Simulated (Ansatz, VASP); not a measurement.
Given: the input of a run of Ansatz 0.2.0 on Cr.

The input input.yaml:

```yaml
crystal:
  lattice:
    - [-1.4844496776, 1.4844496776, 1.4844496776]
    - [1.4844496776, -1.4844496776, 1.4844496776]
    - [1.4844496776, 1.4844496776, -1.4844496776]
  atoms:
    - { symbol: Cr, position: [0.0, 0.0, 0.0], spin: -1.14 }
hamiltonian:
  xc: pbesol
  pseudopotentials: { kind: paw }
magnetization:
  spin_polarized: true
kpoints:
  mp_grid: { grid: [12, 12, 12] }
scf:
  occupations: { method: fermi_dirac, width: 0.05 }
output:
  forces: true
  stress: true
  eigenvalues: true
```

Potentials or basis: Ansatz PAW.

The run is started by

```console
$ ansatz run input.yaml --threads 2 --pin off --max-ram 5632MiB --backend cpu --events-out ev --progress --plain --runs-dir out
```

Question: Translate it to VASP 6.6.1. Potentials there: VASP PAW PBE potentials, release 64 (Cr_pv).

Answer: As run (the cutoff follows the program's own potentials):

Contents of INCAR:

```
ALGO = Fast ; EDIFF = 1E-6
ENCUT = 520 ; GGA = PS
ISIF = 2 ; ISMEAR = -1
ISPIN = 2 ; LASPH = True
LCHARG = False ; LMAXMIX = 4
LORBIT = 11 ; LREAL = False
LWAVE = False ; MAGMOM = -1.14
NBANDS = 16 ; NELM = 150
PREC = Accurate ; SIGMA = 0.05
```

KPOINTS

```
k-points
0
Gamma
  12 12 12
```

File POSCAR:

```
Cr
1.0
   -1.4844496776      1.4844496776      1.4844496776
    1.4844496776     -1.4844496776      1.4844496776
    1.4844496776      1.4844496776     -1.4844496776
Cr
1
Direct
    0.0000000000      0.0000000000      0.0000000000
```

Potentials or basis: VASP PAW PBE potentials, release 64 (Cr_pv).

The run is started by

```bash
$ cat potpaw_PBE.64/Cr_pv/POTCAR > POTCAR
$ mpirun -np 1 vasp_std > vasp.out
```

Both were run:

|  | VASP | Ansatz | Ansatz less VASP |
| --- | --- | --- | --- |
| gap on the k mesh at the Fermi level (eV) | none | none | - |
| net moment per atom (μB) | 0.00 | 0.00 | 0.000 |

A gap of «none» marks a metal or a gap that the smearing closes. The functional is the same, so the differences come from potentials, cutoffs and numerics. The two sets of potentials don't hold the same shells in valence.

Caveats: the starting moments weren't kept (Ansatz).
